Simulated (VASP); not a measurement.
# ZrC4 (P6/mmm) in VASP: relaxation of cell and atoms with PBE

Aim: the relaxation of cell and atoms of ZrC4 with PBE.

Program: VASP 6.6.1. These are calculated values, not measurements. Logs are shortened: lines on timing, memory, paths and dates and some standing lists are left out, and cuts for length are marked.

### Step 1. The cell of the first run

The structure is hexagonal, space group P6/mmm (No. 191). The conventional cell has a = 2.655 Å, b = 2.655 Å, c = 7.727 Å, α = 90.00°, β = 90.00°, γ = 120.00°. Zr (site symmetry 6/mmm) is surrounded by 12 C at 2.59 Å and 6 Zr at 2.66 Å. Around C (site symmetry 3m) lie 3 C at 1.53 Å.

The cell was built by a generator and needn't be a form met in nature.

### Step 2. Relaxation of cell and atoms, PBE (random cell by space group and Wyckoff sites (P6/mmm, No. 191))

The input, INCAR:

```
ALGO = Normal
EDIFF = 1E-6
EDIFFG = -0.04
ENCUT = 600
GGA = PE
IBRION = 2
ISIF = 3
ISMEAR = 0
LASPH = True
LCHARG = False
LREAL = False
LWAVE = False
NELM = 60
NSW = 90
PREC = Accurate
SIGMA = 0.1
```

The input, KPOINTS:

```
k-points
0
Gamma
  9 9 2
```

The input, POSCAR:

```
ZrC4
1.0
    2.6550975654      0.0000000000      0.0000000000
   -1.3275487827      2.2993819412      0.0000000000
    0.0000000000      0.0000000000      7.7269256884
Zr C
1 4
Direct
    0.0000000000      0.0000000000      0.5000000000
    0.3333333333      0.6666666667      0.7703585413
    0.3333333333      0.6666666667      0.2296414587
    0.6666666667      0.3333333333      0.2296414587
    0.6666666667      0.3333333333      0.7703585413
```

Potentials or basis: VASP PAW PBE potentials, release 64 (Zr_sv, C).

Started as:

```sh
$ cat potpaw_PBE.64/Zr_sv/POTCAR potpaw_PBE.64/C/POTCAR > POTCAR
$ mpirun -np 1 vasp_std > vasp.out
```

OUTCAR:

```text
EDIFF = 1E-6
   EDIFFG = -0.04
   ENCUT = 600
   GGA = PE
   IBRION = 2
   ISIF = 3
   ISMEAR = 0
   LASPH = True
   LREAL = False
   NELM = 60
   NSW = 90
   PREC = Accurate

 ion  position               nearest neighbor table
   1  0.000  0.000  0.500-   2 2.59   3 2.59   4 2.59   5 2.59   4 2.59   5 2.59   2 2.59   3 2.59
                             4 2.59   5 2.59   2 2.59   3 2.59
   2  0.333  0.667  0.770-   5 1.53   5 1.53   5 1.53   1 2.59   1 2.59   1 2.59
   3  0.333  0.667  0.230-   4 1.53   4 1.53   4 1.53   1 2.59   1 2.59   1 2.59
   4  0.667  0.333  0.230-   3 1.53   3 1.53   3 1.53   1 2.59   1 2.59   1 2.59
   5  0.667  0.333  0.770-   2 1.53   2 1.53   2 1.53   1 2.59   1 2.59   1 2.59

  LATTYP: Found a hexagonal cell.
 ALAT       =     2.6550975654
 C/A-ratio  =     2.9102228819

  Lattice vectors:

 A1 = (   2.6550975654,   0.0000000000,   0.0000000000)
 A2 = (  -1.3275487827,   2.2993819412,   0.0000000000)
 A3 = (   0.0000000000,   0.0000000000,   7.7269256884)

Analysis of symmetry for initial positions (statically):
=====================================================================
 Subroutine PRICEL returns:
 Original cell was already a primitive cell.

 Routine SETGRP: Setting up the symmetry group for a
 hexagonal supercell.

 Subroutine GETGRP returns: Found 24 space group operations
 (whereof 24 operations were pure point group operations)
 out of a pool of 24 trial point group operations.

The static configuration has the point symmetry D_6h.

Analysis of symmetry for dynamics (positions and initial velocities):
=====================================================================
 Subroutine PRICEL returns:
 Original cell was already a primitive cell.

 Routine SETGRP: Setting up the symmetry group for a
 hexagonal supercell.

 Subroutine GETGRP returns: Found 24 space group operations
 (whereof 24 operations were pure point group operations)
 out of a pool of 24 trial point group operations.

The dynamic configuration has the point symmetry D_6h.

 Subroutine INISYM returns: Found 24 space group operations
 (whereof 24 operations are pure point group operations),
 and found     1 'primitive' translations

----------------------------------------------------------------------------------------

                                     Primitive cell

  volume of cell :      47.1735

  direct lattice vectors                    reciprocal lattice vectors
     2.655097565  0.000000000  0.000000000     0.376633994  0.217449738  0.000000000
    -1.327548783  2.299381941  0.000000000     0.000000000  0.434899475  0.000000000
     0.000000000  0.000000000  7.726925688     0.000000000  0.000000000  0.129417577

  length of vectors
     2.655097565  2.655097565  7.726925688     0.434899475  0.434899475  0.129417577

  position of ions in fractional coordinates (direct lattice)
     0.000000000  0.000000000  0.500000000
     0.333333333  0.666666667  0.770358541
     0.333333333  0.666666667  0.229641459
     0.666666667  0.333333333  0.229641459
     0.666666667  0.333333333  0.770358541

  ion indices of the primitive-cell ions
   primitive index   ion index
                 1           1
                 2           2
                 3           3
                 4           4
                 5           5

----------------------------------------------------------------------------------------

 KPOINTS: k-points

Automatic generation of k-mesh.
 Grid dimensions read from file:
 generate k-points for:    9    9    2

 Generating k-lattice:

  Cartesian coordinates                     Fractional coordinates (reciprocal lattice)
     0.041848222  0.024161082  0.000000000     0.111111111  0.000000000  0.000000000
     0.000000000  0.048322164  0.000000000     0.000000000  0.111111111  0.000000000
     0.000000000  0.000000000  0.064708788     0.000000000  0.000000000  0.500000000

  Length of vectors
     0.048322164  0.048322164  0.064708788

  Shift w.r.t. Gamma in fractional coordinates (k-lattice)
     0.000000000  0.000000000  0.000000000

 Subroutine IBZKPT returns following result:
 ===========================================

 Found     24 irreducible k-points:

 Following reciprocal coordinates:
            Coordinates               Weight
  0.000000  0.000000  0.000000      1.000000
  0.111111  0.000000  0.000000      6.000000
  0.222222  0.000000  0.000000      6.000000
  0.333333 -0.000000  0.000000      6.000000
  0.444444  0.000000  0.000000      6.000000
  0.111111  0.111111  0.000000      6.000000
[... 16 lines left out ...]
  0.333333  0.222222  0.500000     12.000000
  0.333333  0.333333  0.500000      2.000000
   k-points           NKPTS =     24   k-points in BZ     NKDIM =     24   number of bands    NBANDS=     18
   number of dos      NEDOS =    301   number of ions     NIONS =      5
   total plane-waves  NPLWV =  36864
   dimension x,y,z NGX =    24 NGY =   24 NGZ =   64
   dimension x,y,z NGXF=    48 NGYF=   48 NGZF=  128
   ions per type =               1   4
   NGX,Y,Z   is equivalent  to a cutoff of  15.03, 15.03, 13.77 a.u.
   NGXF,Y,Z  is equivalent  to a cutoff of  30.05, 30.05, 27.54 a.u.
 SYSTEM =  unknown system
   PREC   = accura    normal or accurate (medium, high low for compatibility)
   ISTART =      0    job   : 0-new  1-cont  2-samecut
   ICHARG =      2    charge: 1-file 2-atom 10-const
   ISPIN  =      1    spin polarized calculation?
   LNONCOLLINEAR =      F non collinear calculations
   LSORBIT =      F    spin-orbit coupling
   LASPH  =      T    aspherical Exc in radial PAW
   ENCUT  =  600.0 eV  44.10 Ry    6.64 a.u.   5.30  5.30 15.43*2*pi/ulx,y,z
   NELM   =     60;   NELMIN=  2; NELMDL= -5     # of ELM steps
   EDIFF  = 0.1E-05   stopping-criterion for ELM
   LREAL  =      F    real-space projection
   EDIFFG = -.4E-01   stopping-criterion for IOM
   NSW    =     90    number of steps for IOM
   IBRION =      2    ionic relax: 0-MD 1-quasi-New 2-CG
   NFREE  =      1    steps in history (QN), initial steepest desc. (CG)
   ISIF   =      3    stress and relaxation
   ISYM   =      2    0-nonsym 1-usesym 2-fastsym
   POTIM  = 0.5000    time-step for ionic-motion
   TEBEG  =    0.0;   TEEND  =   0.0 temperature during run
   PSTRESS=    0.0 pullay stress
   NELECT =      28.0000    total number of electrons
   NUPDOWN=      -1.0000    fix difference up-down
   EMIN   =  10.00;   EMAX   =-10.00  energy-range for DOS
   EFERMI =   0.00;   METHOD = LEGACY
   ISMEAR =     0;   SIGMA  =   0.10  broadening in eV -4-tet -1-fermi 0-gaus
   EFERMI_NEDOS =   21; number of points for ismear=-14 and -15
   IALGO  =     38    algorithm
   IMIX   =      4    mixing-type and parameters
     AMIX     =   0.40;   BMIX     =  1.00
     AMIX_MAG =   1.60;   BMIX_MAG =  1.00
  volume/ion in A,a.u.               =       9.43        63.67
  Fermi-wavevector in a.u.,A,eV,Ry     =   1.375819  2.599921 25.754179  1.892879
  Thomas-Fermi vector in A             =   2.501120
   LORBIT       =      0    0 simple, 1 ext, 2 COOP (PROOUT), +10 PAW based schemes
   GGA     = PE    functional components
   LHFCALC =     F    Hartree Fock is set to
   AEXX    =    0.0000 exact exchange contribution
   IVDW    =     0    specifies the selected vdW correction
   LEPSILON=     F    determine dielectric tensor
   LRPA    =     F    only Hartree local field effects (RPA)
 conjugate gradient relaxation of ions
 non-spin polarized calculation
 Gauss-broadening in eV      SIGMA  =   0.10
  energy-cutoff  :      600.00
  volume of cell :       47.17
 maximum number of plane-waves:      1602
 NGX is ok and might be reduce to    24
   NGX = 11   NGY = 11   NGZ = 31

--------------------------------------- Ionic step        1  -------------------------------------------

 number of electron      28.0000001 magnetization

 Free energy of the ion-electron system (eV)
  ---------------------------------------------------
  ext. energy  EPLUGINS =         0.00000000
  ---------------------------------------------------
  free energy    TOTEN  =       -42.51204912 eV

  energy without entropy =      -42.49978287  energy(sigma->0) =      -42.50591599

------------------------ aborting loop because EDIFF is reached ----------------------------------------

  FORCE on cell =-STRESS in cart. coord.  units (eV):
  Direction    XX          YY          ZZ          XY          YZ          ZX
  --------------------------------------------------------------------------------------
  -------------------------------------------------------------------------------------
  Total        0.0893527      0.0893527     -0.0057134      0.0000000     -0.0000000      0.0000000
  in kB        3.0347303      3.0347303     -0.1940473      0.0000000     -0.0000000      0.0000000
  external PRESSURE =       1.9584711 kB  Pullay stress =       0.0000000 kB
[... 98 lines left out ...]
  FREE ENERGIE OF THE ION-ELECTRON SYSTEM (eV)
  ---------------------------------------------------
  free  energy   TOTEN  =       -42.5126304054 eV

  energy  without entropy=      -42.5005943410  energy(sigma->0) =      -42.50661237

[... ionic steps 4 to 7 ...]

--------------------------------------- Ionic step        8  -------------------------------------------

 number of electron      28.0000000 magnetization

------------------------ aborting loop because EDIFF is reached ----------------------------------------

  FORCE on cell =-STRESS in cart. coord.  units (eV):
  Direction    XX          YY          ZZ          XY          YZ          ZX
  --------------------------------------------------------------------------------------
  -------------------------------------------------------------------------------------
  Total        0.0494618      0.0494618      0.3777837      0.0000000     -0.0000000      0.0000000
  in kB        1.6683862      1.6683862     12.7429511      0.0000000     -0.0000000      0.0000000
  external PRESSURE =       5.3599078 kB  Pullay stress =       0.0000000 kB
[... 63 lines left out ...]
  energy  without entropy=      -42.5058364674  energy(sigma->0) =      -42.51168103

--------------------------------------- Ionic step       10  -------------------------------------------

 number of electron      27.9999998 magnetization

 Free energy of the ion-electron system (eV)
  ---------------------------------------------------
  ext. energy  EPLUGINS =         0.00000000
  ---------------------------------------------------
  free energy    TOTEN  =       -42.52038629 eV

  energy without entropy =      -42.50871710  energy(sigma->0) =      -42.51455169

 E-fermi :   9.4912     XC(G=0): -11.4215

 val. band max:        9.4572864777   @ k =   0.2222   0.1111   0.5000
 cond. band min:       9.6790902618   @ k =   0.3333  -0.0000   0.5000
 fundamental gap:      0.2218037841
 Fermi energy:         9.4912238626

 k-point     1 :       0.0000    0.0000    0.0000
  band No.  band energies     occupation
      1     -40.0101      2.00000
      2     -18.6699      2.00000
      3     -16.1124      2.00000
      4     -16.1124      2.00000
      5     -10.6360      2.00000
      6      -9.8899      2.00000
[... 10 lines left out ...]
     17      12.5290      0.00000
     18      13.2065      0.00000
[... 513 lines left out ...]
  FREE ENERGIE OF THE ION-ELECTRON SYSTEM (eV)
  ---------------------------------------------------
  free  energy   TOTEN  =       -42.5203862854 eV

  energy  without entropy=      -42.5087171008  energy(sigma->0) =      -42.51455169

 reached required accuracy - stopping structural energy minimisation
```

Wall time 58 s (1 thread of Intel Xeon 6975P-C (Granite Rapids), shared host); peak memory 0.21 GiB.

Results:

```yaml
Free_energy: -42.5204 eV
Relaxed_volume: 9.69 Å³/atom
Relaxed_cell: a = 2.657 Å, b = 2.657 Å, c = 7.923 Å, α = 90.00°, β = 90.00°, γ = 120.00°
Space_group_after_relaxing_to_0.05_Å: P6/mmm (No. 191)
Energy_gained_by_relaxing: 1.7 meV/atom
Ionic_steps: 10
Pressure_after_relaxing: 0.2 GPa
Band_gap_on_the_k_mesh: none (metal or under the smearing width)
```

Forces on the atoms (eV/Å):
```
Zr   0.000  0.000  0.000
C    0.000  0.000  0.002
C    0.000  0.000 -0.002
C    0.000  0.000 -0.002
C    0.000  0.000  0.002
```

Stress tensor (GPa, compression positive):
```
-0.04  0.00  0.00
 0.00 -0.04  0.00
 0.00  0.00  0.62
```

The path:
| step | energy change (eV) | largest force (eV/Å) | pressure (GPa) | volume (Å³) |
| --- | --- | --- | --- | --- |
| 1 | 0.0000 | 0.0521 | 0.20 | 47.17 |
| 2 | -0.0005 | 0.0460 | -0.19 | 47.25 |
| 3 | -0.0006 | 0.0420 | -0.44 | 47.31 |
| 4 | -0.0008 | 0.0371 | -0.35 | 47.31 |
| 5 | -0.0014 | 0.0226 | -0.03 | 47.30 |
| 6 | -0.0019 | 0.0065 | 0.63 | 47.29 |
| 7 | -0.0023 | 0.0063 | 0.65 | 47.34 |
| 8 | -0.0035 | 0.0059 | 0.54 | 47.50 |
| 9 | -0.0055 | 0.0048 | 0.40 | 47.82 |
| 10 | -0.0083 | 0.0024 | 0.18 | 48.46 |

Final structure:
```xyz
5
Lattice="2.6575 0.0000 0.0000 -1.3287 2.3014 0.0000 0.0000 0.0000 7.9233" Properties=species:S:1:pos:R:3 pbc="T T T"
Zr    0.0000    0.0000    3.9616
C     0.0000    1.5343    6.0399
C     0.0000    1.5343    1.8834
C     1.3287    0.7671    1.8834
C     1.3287    0.7671    6.0399
```

Levels at points of the mesh, in eV from the Fermi level:
```tsv
k point	band 10	band 11	band 12	band 13	band 14	band 15	band 16	band 17	band 18
(0.00, 0.00, 0.00)	-5.08	-4.99	-4.99	-3.73	0.78	0.78	3.04	3.04	3.72
(0.00, 0.00, 0.50)	-5.08	-4.99	-4.99	-3.64	0.78	0.78	3.03	3.03	4.66
```

Caveat: the k mesh is coarse (spacing up to 0.41 Å⁻¹), so the values aren't converged; this functional lacks dispersion, which binds the layers, so the pressure and a relaxed spacing across them are unreliable.
